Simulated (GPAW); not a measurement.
## MoS248 Mn2 d3p16: which magnetic order is lowest

A self-consistent run ends on one state, which hangs on the start. Several orders of MoS248 Mn2 d3p16 are started in GPAW and their energies compared.

Method: PBE with U = 4 eV on Mn d; plane waves with GPAW's PAW setups, scalar-relativistic, in GPAW 26.7.0.

**1. The starting structure**

The cell holds 48 atoms: 2 Mn, 32 S and 14 Mo. Its edges and angles: a = 12.640 Å, b = 12.640 Å, c = 16.130 Å, α = 90.0°, β = 90.0°, γ = 120.0°. substitutional dopants on the host's lattice, its constants typed without a cited source, atoms not relaxed. Vacuum lies along c.

**2. Order 1, typed as ferro ++**

The parallel start comes first: it fits the smallest cell, keeps the most symmetry and shows whether parallel moments form. A Hubbard U of customary size acts on the open shell; it was not fitted to this crystal.

Input file order1.py:

```python
import json
import numpy as np
from ase import Atoms
from ase.parallel import paropen, parprint
from gpaw import GPAW

atoms = Atoms(['Mn', 'S', 'S', 'Mo', 'S', 'S', 'Mo', 'S', 'S', 'Mo', 'S', 'S', 'Mn', 'S', 'S', 'Mo', 'S', 'S', 'Mo', 'S', 'S', 'Mo', 'S', 'S', 'Mo', 'S', 'S', 'Mo', 'S', 'S', 'Mo', 'S', 'S', 'Mo', 'S', 'S', 'Mo', 'S', 'S', 'Mo', 'S', 'S', 'Mo', 'S', 'S', 'Mo', 'S', 'S'],
    cell=[[12.64, 0.0, 0.0],
         [-6.32, 10.946561, 0.0],
         [0.0, -0.0, 16.13]],
    scaled_positions=[[0.0, 0.0, 0.5],
         [0.166667, 0.083333, 0.597024],
         [0.166667, 0.083333, 0.402976],
         [0.0, 0.25, 0.5],
         [0.166667, 0.333333, 0.597024],
         [0.166667, 0.333333, 0.402976],
         [0.0, 0.5, 0.5],
         [0.166667, 0.583333, 0.597024],
         [0.166667, 0.583333, 0.402976],
         [0.0, 0.75, 0.5],
         [0.166667, 0.833333, 0.597024],
         [0.166667, 0.833333, 0.402976],
         [0.25, 0.0, 0.5],
         [0.416667, 0.083333, 0.597024],
         [0.416667, 0.083333, 0.402976],
         [0.25, 0.25, 0.5],
         [0.416667, 0.333333, 0.597024],
         [0.416667, 0.333333, 0.402976],
         [0.25, 0.5, 0.5],
         [0.416667, 0.583333, 0.597024],
         [0.416667, 0.583333, 0.402976],
         [0.25, 0.75, 0.5],
         [0.416667, 0.833333, 0.597024],
         [0.416667, 0.833333, 0.402976],
         [0.5, 0.0, 0.5],
         [0.666667, 0.083333, 0.597024],
         [0.666667, 0.083333, 0.402976],
         [0.5, 0.25, 0.5],
         [0.666667, 0.333333, 0.597024],
         [0.666667, 0.333333, 0.402976],
         [0.5, 0.5, 0.5],
         [0.666667, 0.583333, 0.597024],
         [0.666667, 0.583333, 0.402976],
         [0.5, 0.75, 0.5],
         [0.666667, 0.833333, 0.597024],
         [0.666667, 0.833333, 0.402976],
         [0.75, 0.0, 0.5],
         [0.916667, 0.083333, 0.597024],
         [0.916667, 0.083333, 0.402976],
         [0.75, 0.25, 0.5],
         [0.916667, 0.333333, 0.597024],
         [0.916667, 0.333333, 0.402976],
         [0.75, 0.5, 0.5],
         [0.916667, 0.583333, 0.597024],
         [0.916667, 0.583333, 0.402976],
         [0.75, 0.75, 0.5],
         [0.916667, 0.833333, 0.597024],
         [0.916667, 0.833333, 0.402976]],
    pbc=True,
    magmoms=[4.5, 0.0, 0.0, 0.0, 0.0, 0.0, 0.0, 0.0, 0.0, 0.0, 0.0, 0.0, 4.5, 0.0, 0.0, 0.0, 0.0, 0.0, 0.0, 0.0, 0.0, 0.0, 0.0, 0.0, 0.0, 0.0, 0.0, 0.0, 0.0, 0.0, 0.0, 0.0, 0.0, 0.0, 0.0, 0.0, 0.0, 0.0, 0.0, 0.0, 0.0, 0.0, 0.0, 0.0, 0.0, 0.0, 0.0, 0.0])
atoms.calc = GPAW(mode={'name': 'pw', 'ecut': 450},
    xc='PBE',
    kpts={'size': (2, 2, 1), 'gamma': True},
    occupations={'name': 'fermi-dirac', 'width': 0.05},
    convergence={'density': 1e-05, 'energy': 1e-05},
    maxiter=200,
    mixer={'name': 'pulay', 'beta': 0.05, 'nmaxold': 6, 'weight': 50},
    setups={'Mn': ':d,4.0'},
    symmetry={'tolerance': 1e-4},
    txt='order1.txt')
e = atoms.get_potential_energy(force_consistent=True)
res = {'free_energy': e, 'energy_sigma0': atoms.get_potential_energy(), 'fermi_energy': atoms.calc.get_fermi_level()}
res['moments'] = atoms.get_magnetic_moments().tolist()
res['total'] = atoms.get_magnetic_moment()
parprint('site moments (muB):', np.round(res['moments'], 3))
parprint(f"total moment: {res['total']:.3f} muB")
parprint(f'free energy: {e:.6f} eV')
atoms.calc.write('order1.gpw')
with paropen('results.json', 'w') as f:
    json.dump(res, f)
```

Command:

```
$ OMP_NUM_THREADS=1 mpirun -n 8 gpaw python order1.py > order1.log
```

Numbers of over 12 decimals in the logs are rounded to 6 here.

What it wrote:

```text
site moments (muB): [ 3.698e+00 -2.230e-01 -2.230e-01 -1.870e-01 -2.000e-03 -2.000e-03
 -5.000e-03 -5.000e-03 -5.000e-03  7.200e-02 -7.200e-02 -7.200e-02
  3.698e+00 -9.400e-02 -9.400e-02 -4.300e-01 -2.000e-03 -2.000e-03
 -1.000e-03 -5.000e-03 -5.000e-03 -1.840e-01  1.000e-03  1.000e-03
 -1.400e-01 -7.000e-03 -7.000e-03 -1.870e-01 -5.000e-03 -5.000e-03
 -1.000e-03 -5.000e-03 -5.000e-03 -1.000e-03  1.000e-03  1.000e-03
 -1.400e-01 -9.400e-02 -9.400e-02 -5.000e-03 -5.000e-03 -5.000e-03
 -5.000e-03 -7.000e-03 -7.000e-03 -1.840e-01 -7.200e-02 -7.200e-02]
total moment: 3.893 muB
free energy: -340.340875 eV

--- order1.txt ---
Input parameters:
  mode=PW(ecut=450),
  convergence={'density': 1e-05, 'energy': 1e-05},
  kpts=MonkhorstPack(size=(2, 2, 1), gamma=True),
  maxiter=200,
  mixer=Pulay(name='pulay', nmaxold=6, beta=0.05, weight=50, sigma=0.015, g_ss=None),
  occupations=Occupations(name='fermi-dirac', width=0.05),
  setups={'Mn': ':d,4.0'},
  symmetry=Symmetry(tolerance=0.0001),
  xc=XC(name='PBE')

Diagonalizing LCAO Hamiltonian
Converting LCAO to pw mode

                 S      S       S       S
                   S       S       S      S
            Mo      Mo      Mo      Mo
                     S       S       S       S
              Mo S    MoS     MoS     MoS
                   S   S   S   S   S   S  S    S
                 Mo     Mo      Mo      Mo
                   MnS     MnS     MoS    Mo S

                       S       S       S       S

Atoms  # Å, Bohr magnetons
|    | symbol |         x |        y |        z |    initial magnetic moments |
|----|--------|-----------|----------|----------|-----------------------------|
|  0 |     Mn |  0.000000 | 0.000000 | 8.065000 | ( 0.0000,  0.0000,  4.5000) |
|  1 |      S |  1.580006 | 0.912210 | 9.629997 | ( 0.0000,  0.0000,  0.0000) |
|  2 |      S |  1.580006 | 0.912210 | 6.500003 | ( 0.0000,  0.0000,  0.0000) |
|  3 |     Mo | -1.580000 | 2.736640 | 8.065000 | ( 0.0000,  0.0000,  0.0000) |
|  4 |      S |  0.000006 | 3.648850 | 9.629997 | ( 0.0000,  0.0000,  0.0000) |
|  5 |      S |  0.000006 | 3.648850 | 6.500003 | ( 0.0000,  0.0000,  0.0000) |
|  6 |     Mo | -3.160000 | 5.473281 | 8.065000 | ( 0.0000,  0.0000,  0.0000) |
|  7 |      S | -1.579994 | 6.385490 | 9.629997 | ( 0.0000,  0.0000,  0.0000) |
|  8 |      S | -1.579994 | 6.385490 | 6.500003 | ( 0.0000,  0.0000,  0.0000) |
|  9 |     Mo | -4.740000 | 8.209921 | 8.065000 | ( 0.0000,  0.0000,  0.0000) |
| 10 |      S | -3.159994 | 9.122131 | 9.629997 | ( 0.0000,  0.0000,  0.0000) |
| 11 |      S | -3.159994 | 9.122131 | 6.500003 | ( 0.0000,  0.0000,  0.0000) |
| 12 |     Mn |  3.160000 | 0.000000 | 8.065000 | ( 0.0000,  0.0000,  4.5000) |
| 13 |      S |  4.740006 | 0.912210 | 9.629997 | ( 0.0000,  0.0000,  0.0000) |
| 14 |      S |  4.740006 | 0.912210 | 6.500003 | ( 0.0000,  0.0000,  0.0000) |
| 15 |     Mo |  1.580000 | 2.736640 | 8.065000 | ( 0.0000,  0.0000,  0.0000) |
| 16 |      S |  3.160006 | 3.648850 | 9.629997 | ( 0.0000,  0.0000,  0.0000) |
| 17 |      S |  3.160006 | 3.648850 | 6.500003 | ( 0.0000,  0.0000,  0.0000) |
| 18 |     Mo |  0.000000 | 5.473281 | 8.065000 | ( 0.0000,  0.0000,  0.0000) |
| 19 |      S |  1.580006 | 6.385490 | 9.629997 | ( 0.0000,  0.0000,  0.0000) |
| 20 |      S |  1.580006 | 6.385490 | 6.500003 | ( 0.0000,  0.0000,  0.0000) |
| 21 |     Mo | -1.580000 | 8.209921 | 8.065000 | ( 0.0000,  0.0000,  0.0000) |
| 22 |      S |  0.000006 | 9.122131 | 9.629997 | ( 0.0000,  0.0000,  0.0000) |
| 23 |      S |  0.000006 | 9.122131 | 6.500003 | ( 0.0000,  0.0000,  0.0000) |
| 24 |     Mo |  6.320000 | 0.000000 | 8.065000 | ( 0.0000,  0.0000,  0.0000) |
[...]
| 27 |     Mo |  4.740000 | 2.736640 | 8.065000 | ( 0.0000,  0.0000,  0.0000) |
[...]
| 30 |     Mo |  3.160000 | 5.473281 | 8.065000 | ( 0.0000,  0.0000,  0.0000) |
[...]
| 33 |     Mo |  1.580000 | 8.209921 | 8.065000 | ( 0.0000,  0.0000,  0.0000) |
| 34 |      S |  3.160006 | 9.122131 | 9.629997 | ( 0.0000,  0.0000,  0.0000) |
| 35 |      S |  3.160006 | 9.122131 | 6.500003 | ( 0.0000,  0.0000,  0.0000) |
| 36 |     Mo |  9.480000 | 0.000000 | 8.065000 | ( 0.0000,  0.0000,  0.0000) |
| 37 |      S | 11.060006 | 0.912210 | 9.629997 | ( 0.0000,  0.0000,  0.0000) |
| 38 |      S | 11.060006 | 0.912210 | 6.500003 | ( 0.0000,  0.0000,  0.0000) |
| 39 |     Mo |  7.900000 | 2.736640 | 8.065000 | ( 0.0000,  0.0000,  0.0000) |
| 40 |      S |  9.480006 | 3.648850 | 9.629997 | ( 0.0000,  0.0000,  0.0000) |
| 41 |      S |  9.480006 | 3.648850 | 6.500003 | ( 0.0000,  0.0000,  0.0000) |
| 42 |     Mo |  6.320000 | 5.473281 | 8.065000 | ( 0.0000,  0.0000,  0.0000) |
| 43 |      S |  7.900006 | 6.385490 | 9.629997 | ( 0.0000,  0.0000,  0.0000) |
| 44 |      S |  7.900006 | 6.385490 | 6.500003 | ( 0.0000,  0.0000,  0.0000) |
| 45 |     Mo |  4.740000 | 8.209921 | 8.065000 | ( 0.0000,  0.0000,  0.0000) |
| 46 |      S |  6.320006 | 9.122131 | 9.629997 | ( 0.0000,  0.0000,  0.0000) |
| 47 |      S |  6.320006 | 9.122131 | 6.500003 | ( 0.0000,  0.0000,  0.0000) |

Unit cell  # Å
| periodic |         x |         y |         z |   lengths |     angles |
|----------|-----------|-----------|-----------|-----------|------------|
|      yes | 12.640000 |  0.000000 |  0.000000 | 12.640000 |  90.000000 |
|      yes | -6.320000 | 10.946561 |  0.000000 | 12.640000 |  90.000000 |
|      yes |  0.000000 | -0.000000 | 16.130000 | 16.130000 | 120.000000 |

Number of symmetries: 2

BZ-sampling:
  Number of BZ points: 4
  Number of IBZ points: 4

  Monkhorst-Pack size: [2, 2, 1]
  Monkhorst-Pack shift: [0.25, 0.25, 0.0]

K-points  # in reciprocal-cell coordinates
|   |                                coordinates |     weight |
|---|--------------------------------------------|------------|
| 0 | (  0.00000000,   0.00000000,   0.00000000) | 0.25000000 |
| 1 | (  0.00000000,   0.50000000,   0.00000000) | 0.25000000 |
| 2 | (  0.50000000,   0.00000000,   0.00000000) | 0.25000000 |
| 3 | (  0.50000000,   0.50000000,   0.00000000) | 0.25000000 |

Plane wave coefficients: 48336
Cutoff: 450.000000 eV

Spin-components: 2 (collinear spins)
Bands:           261
Projectors:      256
Spin-degeneracy: 1
Datatype:        complex128

Parallelization:
  kpt:    8
  domain: 1
  band:   1

Density:
  Valence electrons: 418.0
  Components: 2
  Grid points: [63 63 80]
  Charge: 0.0  # |e|

Potential:
  Grid points: [63 63 80]

species:
  Mn:
    name:    Manganese
    Z:       25.0
    valence: 15
    core:    10
    charge:  0.0  # [|e|]
    Hubbard: {U: 4.0,  # eV
              l: 2,
              scale: True}
    compensation charges:
      type: gauss
      rc: 0.38  # [Å]
      lmax: 2
    cutoffs:
      filter: 2.14  # [Å]
      core: 0.86  # [Å]
    projectors
    | kind |    occ | energy [eV] | rcut [Å] |
    |------|--------|-------------|----------|
    |   3s |  2.000 |     -85.859 |    1.275 |
    |   4s |  2.000 |      -5.106 |    1.275 |
    |   3p |  6.000 |     -54.597 |    1.281 |
    |   4p |  0.000 |      -1.371 |    1.281 |
    |   3d |  5.000 |      -6.771 |    1.138 |
    |    d |        |      20.441 |    1.138 |

    Using partial waves for Mn as LCAO basis

  S:
    name:    Sulfur
    Z:       16.0
    valence: 6
    core:    10
    charge:  0.0  # [|e|]
    compensation charges:
      type: gauss
      rc: 0.24  # [Å]
      lmax: 2
    cutoffs:
      filter: 1.77  # [Å]
      core: 1.66  # [Å]
    projectors
    | kind |    occ | energy [eV] | rcut [Å] |
    |------|--------|-------------|----------|
    |   3s |  2.000 |     -17.254 |    0.974 |
    |   3p |  4.000 |      -7.008 |    0.979 |
    |    s |        |       9.957 |    0.974 |
    |    p |        |      20.203 |    0.979 |
    |    d |        |       0.000 |    0.900 |

    Using partial waves for S as LCAO basis

  Mo:
    name:    Molybdenum
    Z:       42.0
    valence: 14
    core:    28
    charge:  0.0  # [|e|]
    compensation charges:
      type: gauss
      rc: 0.38  # [Å]
      lmax: 2
    cutoffs:
      filter: 2.16  # [Å]
      core: 1.42  # [Å]
    projectors
    | kind |    occ | energy [eV] | rcut [Å] |
    |------|--------|-------------|----------|
    |   4s |  2.000 |     -64.307 |    1.238 |
    |   5s |  1.000 |      -4.084 |    1.238 |
    |   4p |  6.000 |     -38.491 |    1.296 |
    |   5p |  0.000 |      -1.044 |    1.296 |
    |   4d |  5.000 |      -3.754 |    1.296 |
    |    d |        |      23.458 |    1.296 |

    Using partial waves for Mo as LCAO basis

Reference energy: -1952349.029708  # eV

eigensolver:
  PPCG
  Converge bands: occupied
  niter=2

density mixing:
  Pulay-Mixer
  Linear mixing parameters: 0.05
  Old densities: 6
  Fourier metric: weight=50, sigma=0.015

occupation numbers:
  Fermi-Dirac:
    width: 0.0500  # eV

poisson solver:
  ecut: 3600.000000  # eV

xc functional:
  name: PBE with 2 nearest neighbor stencil

convergence criteria:
- Maximum integral of absolute [dens]ity change: 1e-05 electrons / valence electron
- Maximum [total energy] change in last 3 cyles: 1e-05 eV / valence electron
- Maximum integral of absolute [eigenst]ate change: 4e-08 eV^2 / valence electron
maximum number of iterations: 200

SCF iterations
|iter     |      energy | eigst |  dens |  magmom |
|---------|-------------|-------|-------|---------|
|iter:   1|       0s | -363.690621 | +0.65 |       |  +9.0082|
|iter:   2|      48s | -354.998018 | -0.30 | -0.93 |  +8.9569|
|iter:   3|      97s | -344.825148 | -0.53 | -1.04 |  +8.7566|
|iter:   4|     145s | -343.543026 | -1.63 | -1.18 |  +8.5060|
|iter:   5|     193s | -340.678149 | -1.09 | -1.21 |  +7.4186|
|iter:   6|     242s | -340.352543 | -1.99 | -1.41 |  +7.1629|
|iter:   7|     290s | -340.128846 | -1.78 | -1.46 |  +6.4373|
|iter:   8|     337s | -340.145154 | -2.34 | -1.60 |  +5.9042|
|iter:   9|     385s | -340.173428 | -3.10 | -1.72 |  +5.6585|
|iter:  10|     434s | -340.232901 | -2.86 | -1.78 |  +4.8132|
[... 24 iterations left out ...]
|iter:  35|    1659s | -340.291428c| -7.23 | -4.30 |  +3.8869|
|iter:  36|    1707s | -340.291483c| -7.36 | -4.38 |  +3.8879|
|iter:  37|    1756s | -340.291632c| -6.80 | -4.45 |  +3.8907|
|iter:  38|    1805s | -340.291676c| -7.37 | -4.68 |  +3.8909|
|iter:  39|    1832s | -340.291705c| -7.60c| -4.68 |  +3.8913|
|iter:  40|    1858s | -340.291719c| -7.74c| -4.71 |  +3.8916|
|iter:  41|    1907s | -340.291724c| -7.63c| -4.75 |  +3.8927|
|iter:  42|    1933s | -340.291736c| -7.85c| -4.94 |  +3.8928|
|iter:  43|    1959s | -340.291731c| -7.96c| -4.97 |  +3.8929|
|iter:  44|    1985s | -340.291732c| -8.18c| -5.01c|  +3.8929|

Converged in 44 steps
Energy contributions relative to reference atoms: (reference = -1952349.029708)

Energy contributions:
  Kinetic:          56.438932
  Coulomb:        -135.271995
  Zero:             -2.083704
  External:          0.000000
  Xc:             -259.325821
  Entropy:          -0.098287
  Spinorbit:         0.000000
  ----------------------------
  Free energy:    -340.340875
  Extrapolated:   -340.291732

dipole moment: (-37.754793, -163.733542, 0.000070)  # |e|*Ang

Total magnetic moment: (0.000000, 0.000000, 3.892886)

Local magnetic moments
|        x |        y |         z |
|----------|----------|-----------|
| 0.000000 | 0.000000 |  3.697787 |  # Mn   0
| 0.000000 | 0.000000 | -0.223465 |  # S    1
| 0.000000 | 0.000000 | -0.223465 |  # S    2
| 0.000000 | 0.000000 | -0.187463 |  # Mo   3
| 0.000000 | 0.000000 | -0.001996 |  # S    4
| 0.000000 | 0.000000 | -0.001996 |  # S    5
| 0.000000 | 0.000000 | -0.005464 |  # Mo   6
| 0.000000 | 0.000000 | -0.004919 |  # S    7
| 0.000000 | 0.000000 | -0.004919 |  # S    8
| 0.000000 | 0.000000 |  0.072454 |  # Mo   9
| 0.000000 | 0.000000 | -0.071730 |  # S   10
| 0.000000 | 0.000000 | -0.071730 |  # S   11
| 0.000000 | 0.000000 |  3.697788 |  # Mn  12
| 0.000000 | 0.000000 | -0.093876 |  # S   13
| 0.000000 | 0.000000 | -0.093876 |  # S   14
| 0.000000 | 0.000000 | -0.429628 |  # Mo  15
[...]
| 0.000000 | 0.000000 | -0.093884 |  # S   38
| 0.000000 | 0.000000 | -0.005206 |  # Mo  39
| 0.000000 | 0.000000 | -0.005458 |  # S   40
| 0.000000 | 0.000000 | -0.005458 |  # S   41
| 0.000000 | 0.000000 | -0.005463 |  # Mo  42
| 0.000000 | 0.000000 | -0.006661 |  # S   43
| 0.000000 | 0.000000 | -0.006661 |  # S   44
| 0.000000 | 0.000000 | -0.183902 |  # Mo  45
| 0.000000 | 0.000000 | -0.071732 |  # S   46
| 0.000000 | 0.000000 | -0.071732 |  # S   47

Fermi level: -0.189
Eigenvalues  # (at kpt = [0.000, 0.000, 0.000])
| band index |      eig [eV] | occ [0-1] |      eig [eV] | occ [0-1] |
|------------|---------------|-----------|---------------|-----------|
|          0 |       -81.649 |     1.000 |       -77.467 |     1.000 |
|        ... |               |           |               |           |
|        201 |        -1.549 |     1.000 |        -1.383 |     1.000 |
|        202 |        -1.516 |     1.000 |        -1.240 |     1.000 |
|        203 |        -1.455 |     1.000 |        -1.132 |     1.000 |
|        204 |        -1.441 |     1.000 |        -0.854 |     1.000 |
|        205 |        -1.416 |     1.000 |        -0.853 |     1.000 |
|        206 |        -1.394 |     1.000 |        -0.765 |     1.000 |
|        207 |        -1.162 |     1.000 |        -0.046 |     0.054 |
|        208 |        -1.088 |     1.000 |         1.216 |     0.000 |
|        209 |        -0.265 |     0.821 |         1.229 |     0.000 |
|        210 |        -0.228 |     0.686 |         1.240 |     0.000 |
|        211 |        -0.125 |     0.218 |         1.254 |     0.000 |
|        212 |        -0.078 |     0.098 |         1.276 |     0.000 |
|        213 |         0.052 |     0.008 |         1.281 |     0.000 |
|        214 |         0.065 |     0.006 |         1.283 |     0.000 |
|        215 |         0.166 |     0.001 |         1.294 |     0.000 |
|        216 |         0.216 |     0.000 |         1.318 |     0.000 |
|        ... |               |           |               |           |
|        260 |         3.015 |     0.000 |         3.104 |     0.000 |

Gap: 0.051 eV
Transition (v -> c):
  (s=0, k=0, n=210, [0.00, 0.00, 0.00]) -> (s=0, k=1, n=211, [0.00, 0.50, 0.00])
Direct/indirect transitions are different
Direct gap: 0.103 eV
Transition at: (s=0, k=0, n=210, [0.00, 0.00, 0.00])
```

Elapsed: 34 min, on 8 MPI ranks of Arm Neoverse V2, shared host; peak memory 14 GiB; 4.6 h of CPU time.

Spin moment in the augmentation sphere by element, in μB:

| element | atoms | mean | spread (r.m.s.) | least | largest |
| --- | --- | --- | --- | --- | --- |
| Mn | 2 | 3.70 | 0.00 | 3.70 | 3.70 |
| S | 32 | -0.04 | 0.06 | -0.22 | 0.00 |
| Mo | 14 | -0.10 | 0.13 | -0.43 | 0.07 |

The atoms farthest from the mean of their element:

| atom | x, y, z (Å) | spin moment in the augmentation sphere (μB) |
| --- | --- | --- |
| Mo16 | 1.58, 2.74, 8.06 | -0.43 |
| S2 | 1.58, 0.91, 9.63 | -0.22 |
| S3 | 1.58, 0.91, 6.50 | -0.22 |
| Mo10 | -4.74, 8.21, 8.06 | 0.07 |
| Mo19 | 0.00, 5.47, 8.06 | 0.00 |
| Mo31 | 3.16, 5.47, 8.06 | 0.00 |
| Mo34 | 1.58, 8.21, 8.06 | 0.00 |
| Mo40 | 7.90, 2.74, 8.06 | -0.01 |

Numbers from this step:

```
magnetization : 3.893 μB
final state   : ferromagnetic
```

After 44 cycles the largest moment stands at 3.70 μB.

(Part 1 of 2 ends here.)

[Logs and program files are shortened in this print: banners, set-up blocks, solver, clock and traceback lines can be left out without a mark of their own.]

[Logs are printed without paths, hosts, clocks, repeated set-up lines and the standing remarks that a program may print on its own settings, such as how far it seeks lower states.]

[Hosts, paths, dates, database ids (printed as entryN), source tags and the programs' standing remarks are cut or masked in the printed files.]

[Where a cell is said to come from a database of computed structures, the database is the Materials Project.]
